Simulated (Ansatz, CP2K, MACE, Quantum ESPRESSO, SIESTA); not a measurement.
# Amorphous Al2O3 at 3.05 g/cm³ (90 atoms): one relaxed cell, several methods

What does relaxation change in amorphous Al2O3 at 3.05 g/cm³ (90 atoms), and how far do other programs agree with plane waves on the relaxed cell?

These are calculated values.

### 1. Set-up

The cell holds 90 atoms (36 Al and 54 O), with edges of 10.00, 10.00 and 10.00 Å. Recipe: 90 atoms (36 Al, 54 O) placed at random at 3.05 g/cm³, melted at 5000 K for 10 ps at fixed volume with the Morse and Coulomb pair potential with partial charges (Pedone, Malavasi, Menziani, Cormack and Segre, J. Phys. Chem. B 110, 11780 (2006)). Quenched from 5000 K to 300 K at 50 K/ps and fixed volume, held 5 ps, then minimised at fixed cell. Then the atoms were relaxed with MACE MP-0b3 medium in the fixed cell. Then the atoms were relaxed with CP2K double zeta, PBE.

Measured values to set the calculation against. The mean number of oxygen atoms around aluminium in anodized alumina glass was determined from the peak areas of a solid-state aluminium NMR spectrum (“Structure of alumina glass”, 2022, PMC8752723): number of O about Al 4.73.

### 2. The relaxation

CP2K double zeta (DZVP-MOLOPT-SR, GTH-PBE potentials, 480 Ry; k-points Γ) took 9 geometry steps and reached its thresholds. It started from the geometry that MACE MP-0b3 medium had relaxed.

It took 6.6 min on 8 threads of Arm Neoverse N1, shared host; peak memory 1.4 GiB; 45 min of CPU time.

|  | before | after |
| --- | --- | --- |
| energy (meV/atom) | 0 | -1.1 |
| Al-O bonds under 2.38 Å | 162 at 1.842 Å | 162 at 1.843 Å |

Atoms moved by 0.02 Å r.m.s. and 0.04 Å at most, with the common shift taken off.

### 3. Local order after relaxation

Density 3.05 g/cm³, 11.10 Å³ an atom.

g(r), total and by pair (bins of 0.1 Å):

| r (Å) | total | O-O | O-Al | Al-Al |
| --- | --- | --- | --- | --- |
| 1.55 | 0.00 | 0.00 | 0.00 | 0.00 |
| 1.65 | 0.14 | 0.00 | 0.29 | 0.00 |
| 1.75 | 3.16 | 0.00 | 6.59 | 0.00 |
| 1.85 | 4.52 | 0.00 | 9.42 | 0.00 |
| 1.95 | 1.21 | 0.00 | 2.51 | 0.00 |
| 2.05 | 0.23 | 0.00 | 0.48 | 0.00 |
| 2.15 | 0.13 | 0.00 | 0.27 | 0.00 |
| 2.25 | 0.04 | 0.00 | 0.08 | 0.00 |
| 2.35 | 0.10 | 0.29 | 0.00 | 0.00 |
| 2.45 | 0.36 | 0.91 | 0.07 | 0.00 |
| 2.55 | 0.48 | 1.17 | 0.13 | 0.00 |
| 2.65 | 0.56 | 1.31 | 0.00 | 0.51 |
| 2.75 | 1.43 | 3.10 | 0.16 | 1.45 |
| 2.85 | 1.52 | 3.16 | 0.25 | 1.65 |
| 2.95 | 1.27 | 3.01 | 0.19 | 0.57 |
| 3.05 | 1.65 | 2.47 | 0.61 | 2.90 |
| 3.15 | 1.34 | 1.65 | 0.33 | 3.71 |
| 3.25 | 1.00 | 0.67 | 0.74 | 2.54 |
| 3.35 | 1.05 | 0.53 | 0.80 | 2.95 |
| 3.45 | 1.01 | 0.64 | 1.27 | 1.03 |
| 3.55 | 1.00 | 0.78 | 1.16 | 0.98 |
| 3.65 | 0.76 | 0.45 | 1.20 | 0.18 |
| 3.75 | 1.09 | 0.70 | 1.66 | 0.26 |
| 3.85 | 0.98 | 0.41 | 1.57 | 0.49 |
| 3.95 | 0.84 | 0.53 | 1.13 | 0.70 |
| 4.05 | 0.99 | 0.50 | 1.42 | 0.82 |
| 4.15 | 1.00 | 0.51 | 1.54 | 0.50 |
| 4.25 | 1.16 | 0.70 | 1.75 | 0.47 |
| 4.35 | 0.97 | 0.43 | 1.43 | 0.84 |
| 4.45 | 1.11 | 0.94 | 1.30 | 0.93 |
| 4.55 | 0.96 | 0.66 | 1.26 | 0.71 |
| 4.65 | 0.87 | 0.78 | 0.87 | 1.08 |
| 4.75 | 1.04 | 1.28 | 0.94 | 0.76 |
| 4.85 | 0.98 | 1.06 | 0.87 | 1.15 |
| 4.95 | 0.98 | 1.49 | 0.58 | 1.05 |

Bonds by pair of elements; cutoffs follow the first minimum of g(r), held within bounds set by covalent radii, and pairs that aren't listed don't count as bonded:

| pair A-B | cutoff (Å) | bonds | mean length (Å) | spread (Å) | shortest (Å) | B about A | A about B |
| --- | --- | --- | --- | --- | --- | --- | --- |
| O-Al | 2.38 | 162 | 1.84 | 0.088 | 1.69 | 3 | 4.5 |

How many atoms have how many bonded neighbours:

| element | mean | 2 | 3 | 4 | 5 | 6 |
| --- | --- | --- | --- | --- | --- | --- |
| Al | 4.5 | 0 | 0 | 21 | 12 | 3 |
| O | 3 | 6 | 42 | 6 | 0 | 0 |

Bond angles, per cent of each kind in bins of 5°:

| angle (°) | O-Al-O | Al-O-Al |
| --- | --- | --- |
| 65–70 | 0.7 | 0.0 |
| 70–75 | 0.0 | 0.0 |
| 75–80 | 6.2 | 1.2 |
| 80–85 | 6.5 | 1.8 |
| 85–90 | 7.6 | 1.8 |
| 90–95 | 6.2 | 7.1 |
| 95–100 | 10.0 | 10.7 |
| 100–105 | 13.4 | 6.6 |
| 105–110 | 11.7 | 4.2 |
| 110–115 | 14.1 | 4.2 |
| 115–120 | 5.8 | 15.5 |
| 120–125 | 3.1 | 12.5 |
| 125–130 | 2.4 | 10.7 |
| 130–135 | 2.1 | 13.7 |
| 135–140 | 2.1 | 4.8 |
| 140–145 | 1.4 | 4.2 |
| 145–150 | 0.3 | 1.2 |
| 150–155 | 0.3 | 0.0 |
| 155–160 | 1.7 | 0.0 |
| 160–165 | 0.7 | 0.0 |
| 165–170 | 0.7 | 0.0 |
| 170–175 | 2.4 | 0.0 |
| 175–180 | 0.7 | 0.0 |

Bond angles (no mean is given where the spread exceeds 20°):

| angle | count | mean (°) | spread (°) |
| --- | --- | --- | --- |
| O-Al-O | 291 | - | - |
| Al-O-Al | 168 | 117 | 16.2 |

Oxygen atoms by the number of network formers (Si, P, Ge, B, Al, As, Ga) bound to them:

| network formers bound to O | O atoms | per cent |
| --- | --- | --- |
| 0 | 0 | 0 |
| 1 | 0 | 0 |
| 2 | 6 | 11.1 |
| 3 | 42 | 77.8 |
| 4 | 6 | 11.1 |

Network units: each former by its oxygen neighbours and how many of them bridge to another former:

| former | O neighbours | bridging O | atoms |
| --- | --- | --- | --- |
| Al | 4 | 4 | 21 |
| Al | 5 | 5 | 12 |
| Al | 6 | 6 | 3 |

Bond length by coordination (bonds to H left out):

| element | coordination | atoms | mean bond length (Å) |
| --- | --- | --- | --- |
| Al | 4 | 21 | 1.79 |
| Al | 5 | 12 | 1.88 |
| Al | 6 | 3 | 1.95 |
| O | 2 | 6 | 1.73 |
| O | 3 | 42 | 1.83 |
| O | 4 | 6 | 1.96 |

Rings of the network by King's shortest-path rule, up to 12 atoms, one path for each pair of neighbours; H, halogens, alkali and alkaline-earth atoms are left out, and the last column divides by all other atoms, bonded or not:

| ring size (atoms) | rings | per network atom |
| --- | --- | --- |
| 4 | 25 | 0.278 |
| 6 | 44 | 0.489 |
| 8 | 86 | 0.956 |
| 10 | 16 | 0.178 |

First main peaks of g(r), for some of the pairs, lie near 2.9 Å (O-O) and 1.8 Å (O-Al). Counting bonds as in the table, 58 % of Al atoms have 4 and 78 % of O atoms have 3 bonded neighbours. 11 % of the oxygens bridge two formers (Al) and 0 % are non-bridging; 78 % join three; 11 % join four. The commonest Al unit has 4 oxygens, 4 of them shared with other formers (21 of 36 atoms). Bonds at O atoms with 2 neighbours average 1.73 Å, against 1.96 Å at those with 4. Rings of 8 atoms are the most common (50 % of those counted); sizes run from 4 to 10.

Against the measurements quoted at the start:

| quantity | measured | this cell | difference | method of the measurement |
| --- | --- | --- | --- | --- |
| number of O about Al | 4.73 | 4.5 | -4.9 % | 27Al MAS NMR |

The cell differs from the measured neighbour counts by up to 4.9 %. The network descends from the steps of the recipe above, so the comparison tests them together. Our coordination numbers hang on a cutoff, and experiments count neighbours in their own ways.

### 4. The plane-wave reference

Quantum ESPRESSO 7.5: Kohn-Sham DFT, PBE, SSSP efficiency 1.3.0 pseudopotentials, plane waves. Its input for the relaxed cell:

```
&control
  calculation = 'scf'
  pseudo_dir = './pseudo'
  outdir = './tmp'
  disk_io = 'none'
  tprnfor = .true.
  tstress = .true.
/
&system
  ibrav = 0
  nat = 90
  ntyp = 2
  ecutwfc = 60
  ecutrho = 480
  nosym = .true.
  occupations = 'smearing'
  smearing = 'fd'
  degauss = 0.003675
/
&electrons
  conv_thr = 4.5e-07
  electron_maxstep = 100
  mixing_beta = 0.4
  mixing_mode = 'plain'
  diagonalization = 'david'
/
ATOMIC_SPECIES
Al 26.982 Al.upf
O 15.999 O.upf
CELL_PARAMETERS angstrom
9.99730 0.00000 0.00000
0.00000 9.99730 0.00000
0.00000 0.00000 9.99730
ATOMIC_POSITIONS crystal
Al 0.94079 0.50038 0.51914
Al 0.37406 0.64602 0.56145
Al 0.47589 0.49230 0.07349
[... 85 atom lines left out ...]
O 0.21531 0.66406 0.24400
O 0.08870 0.13495 0.19115
K_POINTS gamma
```

Run time: 2.2 min. Hardware: 8 MPI ranks of Arm Neoverse N1, shared host; peak memory 4 GiB; 18 min of CPU time.

### 5. Side by side

CPU times are from a shared host and are rough.

```
                level                    basis or training data  k-points  own r.m.s. force (meV/Å)  difference from the reference (meV/Å)  pressure (GPa)  Kohn-Sham gap (eV)  CPU time  memory (GiB)
              QE, PBE   plane waves, SSSP efficiency, 60/480 Ry         Γ                        72                                      -           -0.08                3.54    18 min           4.0
CP2K triple zeta, PBE     TZV2P-UZH, GTH-PBE potentials, 600 Ry         Γ                        93                                     75           -1.93                3.54    33 min           5.2
      SIESTA DZP, PBE  DZP orbitals, shift 0.01 Ry, mesh 400 Ry         Γ                       120                                    100            2.49                3.51    17 min           2.7
   MACE MP-0b3 medium        trained on PBE(+U) plane-wave data         -                        68                                     31           -0.58                   -      15 s           1.2
```

The gap is the spacing of the highest filled and lowest empty Kohn-Sham level on the mesh; a dash marks partly filled levels, a spacing under 0.15 eV or a method without such levels.

### 6. What came out

Relaxation in the fixed cell lowers the energy by 1 meV/atom at its own level and moves atoms by up to 0.04 Å. The reference finds an r.m.s. force of 72 meV/Å there and a pressure of -0.08 GPa, at a geometry that CP2K double zeta made. Forces differ from the reference's by 31 meV/Å (MACE MP-0b3 medium), 75 meV/Å (CP2K triple zeta, PBE) and 100 meV/Å (SIESTA DZP, PBE).

CP2K double zeta is at its own minimum here, so the reference's force is itself a measure of how the two differ. Pressures lie -0.5 GPa (MACE MP-0b3 medium), -1.8 GPa (CP2K triple zeta, PBE) and +2.6 GPa (SIESTA DZP, PBE) from the reference's. The highest filled and lowest empty levels lie 3.54 eV apart in the reference, against 3.54 eV in CP2K triple zeta, PBE and 3.51 eV in SIESTA DZP, PBE. Counting bonds as in the table, 58 % of Al atoms have 4 and 78 % of O atoms have 3 bonded neighbours. 11 % of the oxygens bridge two formers (Al) and 0 % are non-bridging; 78 % join three; 11 % join four.

**Limits.** The density was set by the recipe and held. One sample of a disordered cell; defect or tail levels can set the gap. Gaps are read on the mesh, which holds the band edges only if they fold onto it, and semilocal functionals tend to put them under measured ones. The quench rate of 50 K/ps is many orders above laboratory rates, so the cell is likely richer in defects and strain than a real sample. The reference samples only Γ, in a cell whose shortest periodic width is 10 Å. The plane-wave runs aren't exact: their cutoffs and mesh weren't converged further here. SIESTA's automatically made basis is far from complete, and its potentials were converted by us (checked for H, C, O, Si, Ge and Ca alone). Where levels are smeared, the DFT runs use Fermi–Dirac occupations at 580 K (0.05 eV), and energies are free energies.

[Logs are printed without paths, hosts, clocks, repeated set-up lines and the standing remarks that a program may print on its own settings, such as how far it seeks lower states.]

[Hosts, paths, dates, database ids (printed as entryN), source tags and the programs' standing remarks are cut or masked in the printed files.]
